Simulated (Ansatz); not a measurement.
Set up this calculation in Ansatz 0.2.0, as the native input.

```yaml
Task: band structure
Functional: r2SCAN
Potentials_or_basis: Ansatz PAW
Cutoff: "500 eV (not typed: the program's choice for these potentials)"
k_mesh: 7 × 7 × 4
Occupations: fermi-dirac, width 0.05 eV
Spin: no spin polarisation
Hubbard_terms: Ti d U = 5 eV
Path: "[[\"X\", \"G\", \"Y\"], [\"L\", \"G\", \"Z\"], [\"N\", \"G\", \"M\"], [\"R\", \"G\"]]"
Points_for_each_segment_of_the_path: 10
Hubbard_projectors: ortho-atomic (the default)
Double_counting: fll (the default)
```

Crystal: BaTiO3.

```
CELL_PARAMETERS angstrom
-3.80268 -0.05658 -0.02182
-0.02191 -0.03168 -4.13033
-0.11316 -7.97351 -0.06307
ATOMIC_POSITIONS crystal
Ba 0.04486 0.90917 0.49511
Ba 0.00815 0.92181 0.02441
Ti 0.45719 0.52057 0.20539
Ti 0.50232 0.47064 0.76225
O 0.48144 0.03993 0.24039
O 0.45629 0.07298 0.69357
O 0.53803 0.54059 0.44980
O 0.52906 0.55800 0.03050
O 0.98202 0.45740 0.26038
O 0.00064 0.50892 0.83819
```

The input as run:

input.yaml

```yaml
crystal:
  lattice:
    - [-3.80268156, -0.05658243, -0.02181512]
    - [-0.02191438, -0.03167986, -4.13033488]
    - [-0.11316485, -7.97351199, -0.06307272]
  atoms:
    - { symbol: Ba, position: [0.04486322, 0.90916552, 0.49511477] }
    - { symbol: Ba, position: [0.00814907, 0.9218096, 0.02441397] }
    - { symbol: Ti, position: [0.45719229, 0.52057169, 0.20538669] }
    - { symbol: Ti, position: [0.50231709, 0.47064326, 0.76225275] }
    - { symbol: O, position: [0.48144089, 0.03993233, 0.24039032] }
    - { symbol: O, position: [0.45628989, 0.07297889, 0.69356516] }
    - { symbol: O, position: [0.5380255, 0.54058565, 0.44980358] }
    - { symbol: O, position: [0.5290554, 0.55799572, 0.03050014] }
    - { symbol: O, position: [0.98202325, 0.45739828, 0.26038045] }
    - { symbol: O, position: [0.00064341, 0.50891906, 0.83819216] }
hamiltonian:
  xc: r2scan
  pseudopotentials: { kind: paw }
  hubbard: { sites: [{ species: Ti, l: d, u_eff: 5.0 }] }
kpoints:
  mp_grid: { grid: [7, 7, 4] }
  band_path:
    path:
      - [[0.0, -0.5, 0.0], [0.0, 0.0, 0.0], [-0.5, 0.0, 0.0]]
      - [[-0.5, -0.5, 0.0], [0.0, 0.0, 0.0], [0.0, 0.0, -0.5]]
      - [[0.0, -0.5, -0.5], [0.0, 0.0, 0.0], [-0.5, 0.0, -0.5]]
      - [[-0.5, -0.5, -0.5], [0.0, 0.0, 0.0]]
    npoints: 10
scf:
  occupations: { method: fermi_dirac, width: 0.05 }
  n_extra_bands: 25
output:
  forces: true
  stress: true
  eigenvalues: true
  fatbands: false
```

Potentials or basis: Ansatz PAW.

Command:

```console
$ ansatz run input.yaml --threads 4 --pin off --max-ram 11264MiB --backend cpu --events-out ev --progress --plain --runs-dir out
```

It gave:

```yaml
Pressure: 36.8 GPa
Largest_force: 28.105 eV/Å
Band_gap_on_the_k_mesh: 0.95 eV, indirect (least direct gap 1.04 eV)
Band_gap_along_the_path: 0.91 eV, indirect (least direct gap 1.00 eV)
```

Caveat: a pressure of tens of GPa on the cell as given is suspect, and the run, the potentials or the cell itself is likely at fault; spin-orbit coupling is left out, which moves the levels of the heavy elements; the PAW data sets come from PBE, with cores solved anew for the run's functional, which leaves a small shift of forces and pressure; forces of over 1 eV/Å show positions far from the minimum, so gaps and moduli don't describe the material at rest.

Run time: 100 s on 4 threads of Arm Neoverse V2 (shared host), peak memory 1.5 GiB.
